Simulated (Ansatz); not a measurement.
# SnO2 (Cassiterite) in Ansatz: the effect of target pressure

The system is SnO2 (Cassiterite).

```
CELL_PARAMETERS angstrom
4.73800 0.00000 0.00000
0.00000 4.73800 0.00000
0.00000 0.00000 3.18650
ATOMIC_POSITIONS crystal
Sn 0.50000 0.50000 0.50000
Sn 0.00000 0.00000 0.00000
O 0.80710 0.19290 0.50000
O 0.69290 0.69290 0.00000
O 0.19290 0.80710 0.50000
O 0.30710 0.30710 0.00000
```

Alike in all runs:

```yaml
Program: Ansatz 0.2.0
Task: relaxation of cell and atoms
Functional: PBEsol
Potentials_or_basis: Ansatz PAW
Cutoff: "420 eV (not typed: the program's choice for these potentials)"
k_mesh: 6 × 6 × 8
Occupations: fermi-dirac, width 0.05 eV
Spin: no spin polarisation
```

Each run relaxes the cell or the atoms first.

```csv
target pressure,relaxed volume (Å³/atom),gap on the mesh (eV)
0 GPa,12.18,0.92
2 GPa,12.05,1.02
5 GPa,?,?
10 GPa,11.61,1.42
20 GPa,11.18,1.87
30 GPa,10.82,2.27
```

Task: What does the run with target pressure 5 GPa give?

Result: Relaxed volume 11.88 Å³/atom; gap on the mesh 1.18 eV.

Worked out: In Murnaghan's law V^(-B') rises as a straight line in P. The other rows fit best with B' = 4.9, V0 = 12.18 Å³/atom and B0 = 188 GPa, which gives 11.88 Å³/atom at 5 GPa, against the run's 11.88. A parabola through the other rows of the gap on the mesh, of slope 0.0501 eV per GPa there, gives 1.18 eV, against the run's 1.18.

Caveats: the plane-wave basis is chosen anew once the cell has moved, so the energies of steps on either side of that aren't comparable; spin-orbit coupling is left out, which moves the levels of the heavy elements; the PAW data sets come from PBE, with cores solved anew for the run's functional, which leaves a small shift of forces and pressure.

Runs at the PBE level aren't shown here.
